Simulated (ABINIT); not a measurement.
# Si (I4/mmm) in ABINIT: a series of runs

One crystal, Si, is run at these levels: LDA-PZ, PBE, PBEsol, WC; tasks: single point.

Everything below comes from runs of ABINIT 10.8.3 (patched build). Logs are shortened: lines on timing, memory, paths and dates and some standing lists are left out, and cuts for length are marked. The log counts tension as positive stress, the text compression.

## 1. The crystal as given

Symmetry: I4/mmm, No. 139, tetragonal system. The conventional cell has a = 3.254 Å, b = 3.254 Å, c = 2.641 Å, α = 90.00°, β = 90.00°, γ = 90.00°. Around Si (site symmetry 4/mmm) lie 10 Si at 2.64 to 2.65 Å.

This isn't the form of Si at room conditions, which is diamond.

## 2. Single point, LDA-PZ (cell stretched)

File run.abi:

```
pp_dirpath "./"
pseudos "Si.hgh"

acell 2.6876381235 2.6876381235 2.6876381235 Angstrom
rprim
    -0.6132983998     0.6132983998     0.4977249697
     0.6132983998    -0.6132983998     0.4977249697
     0.6132983998     0.6132983998    -0.4977249697
ntypat 1
znucl 14
natom 1
typat 1
xred
     0.0000000000     0.0000000000     0.0000000000
chkprim 0
chksymtnons 0
tolsym 1.0e-6

ecut 18.0

kptopt 1
ngkpt 10 10 10
nshiftk 1
shiftk 0.0 0.0 0.0

ixc 2

nband 6
occopt 3
tsmear 0.00183747

nstep 100
tolvrs 1.0e-10

iomode 3
prtwf 0
prtden 0
prteig 0
prtebands 0
enunit 2
```

Potentials or basis: HGH LDA.

On the command line:

```sh
> abinit run.abi > log 2>&1
```

run.abo:

```text
.Version 10.8.3 of ABINIT
 Symmetries : space group I4/m m m (#139); Bravais tI (body-center tetrag.)
================================================================================
 Values of the parameters that define the memory need of the present run
     intxc =       0    ionmov =       0      iscf =       7    lmnmax =       3
     lnmax =       3     mgfft =      20  mpssoang =       2    mqgrid =    3001
     natom =       1  nloc_mem =       1    nspden =       1   nspinor =       1
    nsppol =       1      nsym =      16    n1xccc =       0    ntypat =       1
    occopt =       3   xclevel =       1
       mpw =         366          nfft =        8000          nkpt =         102
================================================================================
================================================================================

--------------------------------------------------------------------------------
------------- Echo of variables that govern the present computation ------------
--------------------------------------------------------------------------------
 -outvars: echo values of preprocessed input variables --------
            acell      5.0788999790E+00  5.0788999790E+00  5.0788999790E+00 Bohr
              amu      2.80855000E+01
          chkprim           0
      chksymtnons           0
             ecut      1.80000000E+01 Hartree
           enunit           2
                       outvar_i_n : Printing only first  50 k-points.
              ixc           2
                       outvar_i_n : Printing only first  50 k-points.
         kptrlatt       10    0    0      0   10    0      0    0   10
          kptrlen      5.05579068E+01
            natom           1
            nband           6
            ngfft          20      20      20
             nkpt         102
            nstep         100
             nsym          16
           ntypat           1
                       prtocc : prtvol=0, do not print more k-points.
           occopt           3
           prtden           0
        prtebands           0
           prteig           0
            prtwf           0
            rprim     -6.1329839980E-01  6.1329839980E-01  4.9772496970E-01
                       6.1329839980E-01 -6.1329839980E-01  4.9772496970E-01
                       6.1329839980E-01  6.1329839980E-01 -4.9772496970E-01
          spgroup         139
           tolsym      1.00000000E-06
           tolvrs      1.00000000E-10
           tsmear      1.83747000E-03 Hartree
            typat      1
                       outvars : Printing only first  50 k-points.
            znucl       14.00000

================================================================================

 chkinp: Checking input parameters for consistency.

================================================================================
== DATASET  1 ==================================================================

--- !DatasetInfo
iteration_state: {dtset: 1, }
dimensions: {natom: 1, nkpt: 102, mband: 6, nsppol: 1, nspinor: 1, nspden: 1, mpw: 366, }
cutoff_energies: {ecut:  18.0, pawecutdg:  -1.0, }
electrons: {nelect:   4.00000000E+00, charge:   0.00000000E+00, occopt:   3.00000000E+00, tsmear:   1.83747000E-03, }
meta: {optdriver: 0, ionmov: 0, optcell: 0, iscf: 7, paral_kgb: 0, }
...

 Exchange-correlation functional for the present dataset will be:
  LDA: Perdew-Zunger-Ceperley-Alder - ixc=2
  J.P.Perdew and A.Zunger, PRB 23, 5048 (1981)

 Real(R)+Recip(G) space primitive vectors, cartesian coordinates (Bohr,Bohr^-1):
 R(1)= -3.1148812  3.1148812  2.5278953  G(1)=  0.0000000  0.1605198  0.1977930
 R(2)=  3.1148812 -3.1148812  2.5278953  G(2)=  0.1605198  0.0000000  0.1977930
 R(3)=  3.1148812  3.1148812 -2.5278953  G(3)=  0.1605198  0.1605198  0.0000000
 Unit cell volume ucvol=  9.8107467E+01 bohr^3
 Angles (23,13,12)=  1.04343234E+02  1.04343234E+02  1.20300802E+02 degrees

 getcut: wavevector=  0.0000  0.0000  0.0000  ngfft=  20  20  20
         ecut(hartree)=     18.000   => boxcut(ratio)=   2.06531

--- Pseudopotential description ------------------------------------------------
- pspini: atom type   1  psp file is ./Si.hgh
    3    1    1    0      2001   0.00000      pspcod,pspxc,lmax,lloc,mmax,r2well

 pspatm : COMMENT -
  the projectors are not normalized,
  so that the KB energies are not consistent with
  definition in PRB44, 8503 (1991).
  However, this does not influence the results obtained hereafter.

  -1.99061019E+01                                ecore*ucvol(ha*bohr**3)
--------------------------------------------------------------------------------

================================================================================

--- !BeginCycle
iteration_state: {dtset: 1, }
solver: {iscf: 7, nstep: 100, nline: 4, wfoptalg: 0, }
tolerances: {tolvrs: 1.00E-10, }
...

     iter   Etot(hartree)      deltaE(h)  residm     vres2
 ETOT  1  -3.9522482667371    -3.952E+00 2.592E-02 1.928E+00
 ETOT  2  -3.9538234191362    -1.575E-03 5.190E-04 2.184E-02
 ETOT  3  -3.9538267228538    -3.304E-06 4.085E-04 8.911E-05
 ETOT  4  -3.9538267389595    -1.611E-08 1.308E-04 3.594E-07
 ETOT  5  -3.9538267390637    -1.043E-10 2.840E-04 9.026E-10
 ETOT  6  -3.9538267390640    -2.172E-13 1.111E-04 8.663E-12

 At SCF step    6       vres2   =  8.66E-12 < tolvrs=  1.00E-10 =>converged.

 Cartesian components of stress tensor (hartree/bohr^3)
  sigma(1 1)=  1.32292283E-04  sigma(3 2)=  0.00000000E+00
  sigma(2 2)=  1.32292283E-04  sigma(3 1)=  0.00000000E+00
  sigma(3 3)=  2.02501444E-04  sigma(2 1)=  0.00000000E+00

--- !ResultsGS
iteration_state: {dtset: 1, }
comment   : Summary of ground state results
lattice_vectors:
- [ -3.1148812,   3.1148812,   2.5278953, ]
- [  3.1148812,  -3.1148812,   2.5278953, ]
- [  3.1148812,   3.1148812,  -2.5278953, ]
lattice_lengths: [   5.07890,    5.07890,    5.07890, ]
lattice_angles: [104.343, 104.343, 120.301, ] # degrees, (23, 13, 12)
lattice_volume:   9.8107467E+01
convergence: {deltae: -2.172E-13, res2:  8.663E-12, residm:  1.111E-04, diffor: null, }
etotal    :  -3.95382674E+00
entropy   :   0.00000000E+00
fermie    :   4.32599725E-01
cartesian_stress_tensor: # hartree/bohr^3
- [  1.32292283E-04,   0.00000000E+00,   0.00000000E+00, ]
- [  0.00000000E+00,   1.32292283E-04,   0.00000000E+00, ]
- [  0.00000000E+00,   0.00000000E+00,   2.02501444E-04, ]
pressure_GPa:  -4.5807E+00
xred      :
- [  0.0000E+00,   0.0000E+00,   0.0000E+00, Si]
cartesian_forces: # hartree/bohr
- [ -0.00000000E+00,  -0.00000000E+00,  -0.00000000E+00, ]
force_length_stats: {min:   0.00000000E+00, max:   0.00000000E+00, mean:   0.00000000E+00, }
...

 Integrated electronic density in atomic spheres:
 ------------------------------------------------
 Atom  Sphere_radius  Integrated_density
    1        2.00000          1.69402440
================================================================================

 ----iterations are completed or convergence reached----

 Mean square residual over all n,k,spin=   30.549E-08; max=  11.113E-05
 reduced coordinates (array xred) for    1 atoms
       0.000000000000      0.000000000000      0.000000000000
 rms dE/dt=  0.0000E+00; max dE/dt=  0.0000E+00; dE/dt below (all hartree)
    1       0.000000000000      0.000000000000      0.000000000000

 cartesian coordinates (angstrom) at end:
    1      0.00000000000000     0.00000000000000     0.00000000000000

 cartesian forces (hartree/bohr) at end:
    1     -0.00000000000000    -0.00000000000000    -0.00000000000000
 frms,max,avg= 0.0000000E+00 0.0000000E+00   0.000E+00  0.000E+00  0.000E+00 h/b

 cartesian forces (eV/Angstrom) at end:
    1     -0.00000000000000    -0.00000000000000    -0.00000000000000
 frms,max,avg= 0.0000000E+00 0.0000000E+00   0.000E+00  0.000E+00  0.000E+00 e/A
 length scales=  5.078899978964  5.078899978964  5.078899978964 bohr
              =  2.687638123500  2.687638123500  2.687638123500 angstroms
 Fermi (or HOMO) energy (hartree) =   0.43260   Average Vxc (hartree)=  -0.38929
 Eigenvalues (hartree) for nkpt= 102  k points:
 kpt#   1, nband=  6, wtk=  0.00100, kpt=  0.0000  0.0000  0.0000 (reduced coord)
  -0.09396    0.78356    0.78474    0.78474    0.90397    0.90747
      occupation numbers for kpt#   1
   2.00000    0.00000    0.00000    0.00000    0.00000    0.00000
 prteigrs : prtvol=0 or 1, do not print more k-points.

 Fermi (or HOMO) energy (eV) =  11.77164   Average Vxc (eV)= -10.59301
 Eigenvalues (   eV  ) for nkpt= 102  k points:
 kpt#   1, nband=  6, wtk=  0.00100, kpt=  0.0000  0.0000  0.0000 (reduced coord)
  -2.55677   21.32181   21.35396   21.35396   24.59829   24.69346
 prteigrs : prtvol=0 or 1, do not print more k-points.

--- !EnergyTerms
iteration_state     : {dtset: 1, }
comment             : Components of total free energy in Hartree
kinetic             :  1.60600320181225E+00
hartree             :  2.14925733838075E-02
xc                  : -1.22462199715530E+00
Ewald energy        : -5.00085511409036E+00
psp_core            : -2.02900986330010E-01
local_psp           :  7.01850283918438E-02
non_local_psp       :  7.77008247428741E-01
internal            : -3.95368904655902E+00
'-kT*entropy'       : -1.37692504934139E-04
total_energy        : -3.95382673906396E+00
total_energy_eV     : -1.07589106546357E+02
band_energy         :  8.99342636088758E-01
...

 Cartesian components of stress tensor (hartree/bohr^3)
  sigma(1 1)=  1.32292283E-04  sigma(3 2)=  0.00000000E+00
  sigma(2 2)=  1.32292283E-04  sigma(3 1)=  0.00000000E+00
  sigma(3 3)=  2.02501444E-04  sigma(2 1)=  0.00000000E+00

-Cartesian components of stress tensor (GPa)         [Pressure= -4.5807E+00 GPa]
- sigma(1 1)=  3.89217333E+00  sigma(3 2)=  0.00000000E+00
- sigma(2 2)=  3.89217333E+00  sigma(3 1)=  0.00000000E+00
- sigma(3 3)=  5.95779819E+00  sigma(2 1)=  0.00000000E+00

== END DATASET(S) ==============================================================
================================================================================

 -outvars: echo values of variables after computation  --------
            acell      5.0788999790E+00  5.0788999790E+00  5.0788999790E+00 Bohr
           etotal     -3.9538267391E+00
            fcart     -0.0000000000E+00 -0.0000000000E+00 -0.0000000000E+00
            rprim     -6.1329839980E-01  6.1329839980E-01  4.9772496970E-01
                       6.1329839980E-01 -6.1329839980E-01  4.9772496970E-01
                       6.1329839980E-01  6.1329839980E-01 -4.9772496970E-01
           strten      1.3229228255E-04  1.3229228255E-04  2.0250144436E-04
                       0.0000000000E+00  0.0000000000E+00  0.0000000000E+00
 Calculation completed.
```

Wall time 3.1 s (1 thread of Arm Neoverse V1, shared host); peak memory 0.06 GiB.

What came out:

```
Free energy                                           : -107.5891 eV
Pressure                                              : -4.6 GPa
Band gap on the k mesh                                : none (metal or under the smearing width)
Valence electrons inside the program's atomic spheres : Si 1.69 (radii [1.0584] Å)
```

Levels at points of the mesh, in eV from the Fermi level:
| k point | band 1 | band 2 | band 3 | band 4 | band 5 | band 6 |
| --- | --- | --- | --- | --- | --- | --- |
| (0.00, 0.00, 0.00) | -14.33 | 9.55 | 9.58 | 9.58 | 12.83 | 12.92 |
| (0.50, 0.00, 0.00) | -6.19 | -6.00 | 4.57 | 6.32 | 6.40 | 8.98 |
| (0.50, 0.50, 0.00) | -8.39 | -7.09 | 8.54 | 11.06 | 11.40 | 11.59 |
| (0.50, 0.50, 0.50) | -2.29 | -2.29 | -1.66 | 1.43 | 4.00 | 6.39 |

Caveat: HGH potentials are hard and often keep d shells in the core, so these values are rough.

## 3. Single point, PBE

File run.abi:

```
# Pseudopotentials
pp_dirpath "./"
pseudos "Si.upf"

# Structure
acell 2.6527297811 2.6527297811 2.6527297811 Angstrom
rprim
    -0.6132983998     0.6132983998     0.4977249697
     0.6132983998    -0.6132983998     0.4977249697
     0.6132983998     0.6132983998    -0.4977249697
ntypat 1
znucl 14
natom 1
typat 1
xred
     0.0000000000     0.0000000000     0.0000000000

# Plane-wave basis
ecut 14.0

# k points
kptopt 1
ngkpt 10 10 10
nshiftk 1
shiftk 0.0 0.0 0.0

# Exchange and correlation
ixc 11

# Bands and occupations
nband 6
occopt 3
tsmear 0.05 eV

# SCF cycle
nstep 100
tolvrs 1.0e-10

# Output
iomode 3
prtwf 0
prteig 0
prtebands 0
enunit 2
prtden 1
prtvha 1
prtvclmb 1
prtpot 1
prtelf 1
```

Potentials or basis: PseudoDojo NC SR PBE v0.4.1 standard.

On the command line:

```sh
> abinit run.abi > log 2>&1
```

Run time: 3.5 s. Hardware: 1 thread of Arm Neoverse V1, shared host; peak memory 0.06 GiB.

Results (log left out):

| Item | Value |
| --- | --- |
| Free energy | -114.6630 eV |
| Pressure | 3.8 GPa |
| Band gap on the k mesh | none (metal or under the smearing width) |
| Valence electrons inside the program's atomic spheres | Si 1.70 (radii [1.0584] Å) |

Stress tensor (GPa, compression positive):
```
4.27 0.00 0.00
0.00 4.27 0.00
0.00 0.00 2.71
```

Levels at points of the mesh, in eV from the Fermi level:
```tsv
k point	band 1	band 2	band 3	band 4	band 5	band 6
(0.00, 0.00, 0.00)	-14.71	9.61	10.21	10.21	13.04	13.97
(0.50, 0.00, 0.00)	-6.43	-6.04	4.86	6.35	6.64	9.37
(0.50, 0.50, 0.00)	-8.51	-7.38	9.12	11.53	11.81	11.86
(0.50, 0.50, 0.50)	-2.37	-2.37	-1.42	1.21	4.23	6.63
```

## 4. Single point, PBEsol

File run.abi:

```
# Pseudopotentials
pp_dirpath "./"
pseudos "Si.upf"

# Structure
acell 3*1.0 Angstrom
rprim
    -1.6269149300     1.6269149300     1.3203298500
     1.6269149300    -1.6269149300     1.3203298500
     1.6269149300     1.6269149300    -1.3203298500
ntypat 1
znucl 14
natom 1
typat 1
xred
     0.0000000000     0.0000000000     0.0000000000

# Plane-wave basis
ecut 14.0

# k points
kptopt 1
ngkpt 10 10 10
nshiftk 1
shiftk 0.0 0.0 0.0

# Exchange and correlation
ixc -116133

# Bands and occupations
nband 6
occopt 3
tsmear 0.00183747

# SCF cycle
nstep 100
tolvrs 1.0e-10

# Output
iomode 3
prtwf 0
prteig 0
prtebands 0
enunit 1
prtden 1
prtvha 1
prtvclmb 1
prtpot 1
prtelf 1
```

Potentials or basis: PseudoDojo NC SR PBEsol v0.4 stringent.

On the command line:

```sh
> abinit run.abi > log 2>&1
```

Run time: 3.5 s. Hardware: 1 thread of Arm Neoverse V1, shared host; peak memory 0.06 GiB.

It converged, with:

```yaml
Free_energy: -114.8006 eV
Pressure: 1.1 GPa
Band_gap_on_the_k_mesh: none (metal or under the smearing width)
Valence_electrons_inside_the_program's_atomic_spheres: Si 1.70 (radii [1.0584] Å)
```

Stress tensor (GPa, compression positive):
```
1.58 0.00 0.00
0.00 1.58 0.00
0.00 0.00 0.24
```

Levels at points of the mesh, in eV from the Fermi level:
```tsv
k point	band 1	band 2	band 3	band 4	band 5	band 6
(0.00, 0.00, 0.00)	-14.70	9.63	10.19	10.19	13.01	13.94
(0.50, 0.00, 0.00)	-6.43	-6.03	4.86	6.36	6.62	9.35
(0.50, 0.50, 0.00)	-8.50	-7.38	9.10	11.52	11.79	11.86
(0.50, 0.50, 0.50)	-2.36	-2.36	-1.42	1.18	4.22	6.62
```

Caveat: the cutoff is short for stress, so the pressure is rough.

## 5. Single point, WC

File run.abi:

```
pp_dirpath "./"
pseudos "Si.GGA_PBE-ansatz.xml"

acell 3*1.0
rprim
    -3.0744236458     3.0744236458     2.4950618107
     3.0744236458    -3.0744236458     2.4950618107
     3.0744236458     3.0744236458    -2.4950618107
ntypat 1
znucl 14
natom 1
typat 1
xred
     0.0000000000     0.0000000000     0.0000000000

ecut 15.4
pawecutdg 30.8
pawxcdev 0
pawovlp 30

kptopt 1
ngkpt 10 10 10
nshiftk 1
shiftk 0.0 0.0 0.0

ixc 23

nband 6
occopt 3
tsmear 0.05 eV

nstep 100
tolvrs 1.0e-9

iomode 3
prtwf 0
prtden 0
prteig 0
prtebands 0
enunit 1
```

Potentials or basis: Ansatz PAW PBE default generated set, frozen core.

On the command line:

```sh
> abinit run.abi > log 2>&1
```

Run time: 8.1 s. Hardware: 1 thread of Arm Neoverse V1, shared host; peak memory 0.16 GiB.

It converged, with:

```
Free energy            : -107.9873 eV
Pressure               : 2.2 GPa
Band gap on the k mesh : none (metal or under the smearing width)
```

Stress tensor (GPa, compression positive):
```
2.71 0.00 0.00
0.00 2.71 0.00
0.00 0.00 1.12
```

Levels at points of the mesh, in eV from the Fermi level:
```csv
k point,band 1,band 2,band 3,band 4,band 5,band 6
"(0.00, 0.00, 0.00)",-14.69,9.61,10.16,10.16,13.01,13.90
"(0.50, 0.00, 0.00)",-6.41,-6.04,4.84,6.35,6.61,9.35
"(0.50, 0.50, 0.00)",-8.50,-7.36,9.07,11.51,11.76,11.84
"(0.50, 0.50, 0.50)",-2.36,-2.36,-1.44,1.21,4.21,6.61
```

Caveat: the PAW data sets were made with another functional, which shifts forces and pressure a little; the atomic spheres overlap.

## 6. The runs side by side

| level | potentials or basis | cutoff (eV) | fine-grid cutoff | gap on the mesh (eV) | pressure (GPa) |
| --- | --- | --- | --- | --- | --- |
| PBE | PseudoDojo NC SR PBE v0.4.1 standard | 381 | - | none | 3.8 |
| PBEsol | PseudoDojo NC SR PBEsol v0.4 stringent | 381 | - | none | 1.1 |
| WC | Ansatz PAW PBE default generated set, frozen core | 419 | 838.111 eV | none | 2.2 |

Alike in all rows: task single point; no spin polarisation; cell as given; k mesh 10 × 10 × 10; smearing fermi-dirac 0.05 eV.

Caveats: the cutoff is short for stress, so the pressure is rough (some runs); the PAW data sets were made with another functional, which shifts forces and pressure a little (some runs); the atomic spheres overlap (some runs).

Absolute energies hang on the potentials; compare differences alone.
